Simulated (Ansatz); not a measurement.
# KBr: how the settings move a single-point run

How sensitive is a single-point run of KBr to its settings? A reference run comes first, then six runs with altered input. The cell is built on a prototype (CsCl type) and needn't be the phase found in nature.

Program: Ansatz 0.2.0. Level of theory: reference: DFT, r2SCAN, plane waves, PAW. These are calculated values, not measurements.

6 further runs of the same task are left out: 2 for a known fault of the program, 4 that didn't finish.

### Step 1. The starting structure

Symmetry: Pm-3m, No. 221, cubic system. Conventional cell: a = 3.976 Å, b = 3.976 Å, c = 3.976 Å, α = 90.00°, β = 90.00°, γ = 90.00°. K (site symmetry m-3m) is surrounded by 8 Br at 3.44 Å. Br (site symmetry m-3m) has 8 K at 3.44 Å as nearest neighbours.

As a file:

```
K Br
1.0
     3.97632    0.00000    0.00000
     0.00000    3.97632    0.00000
     0.00000    0.00000    3.97632
K Br
1 1
Direct
  0.00000 0.00000 0.00000
  0.50000 0.50000 0.50000
```

### Step 2. Reference

File input.yaml:

```yaml
crystal:
  lattice:
    - [3.9763217797, 0.0, 0.0]
    - [0.0, 3.9763217797, 0.0]
    - [0.0, 0.0, 3.9763217797]
  atoms:
    - { symbol: K, position: [0.0, 0.0, 0.0] }
    - { symbol: Br, position: [0.5, 0.5, 0.5] }
kpoints:
  mp_grid: { grid: [4, 4, 4] }
hamiltonian:
  xc: r2scan
scf:
  occupations: { method: fixed }
  n_extra_bands: 4
output:
  forces: true
  stress: true
  eigenvalues: true
  write_density: true
  write_potential: true
  elf: true
  volumetric_format: npy
```

On the command line:

```
$ ansatz run input.yaml --threads 4 --pin off --max-ram 3686MiB --backend cpu --events-out ev --progress --plain --runs-dir out
```

### Step 3. Changing settings: occupations.method fermi_dirac, occupations.width 0.001

Changes to input.yaml since step 2:

```diff
@@ -13,3 +13,3 @@
 scf:
-  occupations: { method: fixed }
+  occupations: { method: fermi_dirac, width: 0.001 }
   n_extra_bands: 4
@@ -19,5 +19 @@
   eigenvalues: true
-  write_density: true
-  write_potential: true
-  elf: true
-  volumetric_format: npy
```

### Step 4. Changed: pseudopotentials.kind nc

Changes to input.yaml since step 2:

```diff
@@ -12,2 +12,3 @@
   xc: r2scan
+  pseudopotentials: { kind: nc }
 scf:
@@ -19,5 +20 @@
   eigenvalues: true
-  write_density: true
-  write_potential: true
-  elf: true
-  volumetric_format: npy
```

### Step 5. Changing settings: ecutwfc 200

Changes to input.yaml since step 2:

```diff
@@ -19,5 +19,3 @@
   eigenvalues: true
-  write_density: true
-  write_potential: true
-  elf: true
-  volumetric_format: npy
+basis:
+  ecutwfc: 200
```

### Step 6. Variant: mp_grid.grid [2, 2, 2]

Changes to input.yaml since step 2:

```diff
@@ -9,3 +9,3 @@
 kpoints:
-  mp_grid: { grid: [4, 4, 4] }
+  mp_grid: { grid: [2, 2, 2] }
 hamiltonian:
@@ -19,5 +19 @@
   eigenvalues: true
-  write_density: true
-  write_potential: true
-  elf: true
-  volumetric_format: npy
```

### Step 7. Variant: occupations.method methfessel_paxton, occupations.width 0.001

Changes to input.yaml since step 2:

```diff
@@ -13,3 +13,3 @@
 scf:
-  occupations: { method: fixed }
+  occupations: { method: methfessel_paxton, width: 0.001 }
   n_extra_bands: 4
@@ -19,5 +19 @@
   eigenvalues: true
-  write_density: true
-  write_potential: true
-  elf: true
-  volumetric_format: npy
```

### Step 8. Variant: exchange pbe, correlation pbe, coeff 0.35, omega 0.2078

Changes to input.yaml since step 2:

```diff
@@ -11,3 +11,6 @@
 hamiltonian:
-  xc: r2scan
+  xc:
+    exchange: pbe
+    correlation: pbe
+    exx: { coeff: 0.35, omega: 0.2078 }
 scf:
@@ -19,5 +22 @@
   eigenvalues: true
-  write_density: true
-  write_potential: true
-  elf: true
-  volumetric_format: npy
```

What does the calculation give? Wanted: for each run, ending; energy change; pressure; gap; force.

As calculated:

| run | ending | energy change | pressure (GPa) | gap (eV) | force (eV/Å) | cycles | time |
| --- | --- | --- | --- | --- | --- | --- | --- |
| reference | converged | 0 | 0.0 | 4.76 | 0.00 | 6 | 4.7 s |
| 1: occupations.method fermi_dirac, occupations.width 0.001 | converged | 0.0 meV/atom (σ→0) | 0.0 | 4.76 | 0.00 | 6 | 4.3 s |
| 2: pseudopotentials.kind nc | converged | not comparable | 0.0 | 4.77 | 0.00 | 7 | 7.6 s |
| 3: ecutwfc 200 | converged | +943.3 meV/atom | -0.1 | 4.93 | 0.00 | 6 | 2.2 s |
| 4: mp_grid.grid [2, 2, 2] | converged | +145.6 meV/atom | 1.6 | 4.66 | 0.00 | 6 | 4.2 s |
| 5: occupations.method methfessel_paxton, occupations.width 0.001 | converged | 0.0 meV/atom (σ→0) | 0.0 | 4.76 | 0.00 | 5 | 3.5 s |
| 6: exchange pbe, correlation pbe, coeff 0.35, omega 0.2078 | converged | not comparable | 0.3 | 5.68 | 0.00 | 11 | 32 s |

Times don't compare one to one where runs were asked for different outputs or read a saved state (see the inputs); cycles may leave out searches for a lower state.

Residual by cycle in the longest SCF loop of each run; runs are numbered as in the table. The quantity is the density residual dr2, in eV.

| cycle | reference | run 1 | run 2 | run 3 | run 4 | run 5 | run 6 |
| --- | --- | --- | --- | --- | --- | --- | --- |
| 1 | 0.004 | 0.00401 | 1.26 | 0.0884 | 0.0303 | 0.00401 | 0.00849 |
| 2 | 2.9e-4 | 2.9e-4 | 0.0446 | 0.00939 | 0.00104 | 2.9e-4 | 0.00164 |
| 3 | 3.9e-5 | 3.9e-5 | 0.00516 | 6.3e-4 | 1.9e-4 | 3.9e-5 | 3.8e-4 |
| 4 | 5.8e-7 | 5.9e-7 | 3.1e-4 | 3.4e-6 | 1.1e-6 | 5.9e-7 | 9.2e-6 |
| 5 | 1.0e-8 | 9.8e-9 | 1.7e-6 | 7.1e-8 | 5.0e-8 | 9.9e-9 | 4.2e-6 |
| 6 | 1.2e-10 | 1.3e-10 | 7.9e-8 | 5.8e-9 | 5.3e-10 | - | - |
| 7 | - | - | 3.3e-9 | - | - | - | - |

What this shows: Run 3 ran under the cutoff that the potentials recommend, as the log warns, so basis error is mixed into its values, and swamps them where the cutoff is far short. Of the variants the dearest is «exchange pbe, correlation pbe, coeff 0.35, omega 0.2078» (32 s), the cheapest «ecutwfc 200» (2.2 s), on a shared host.
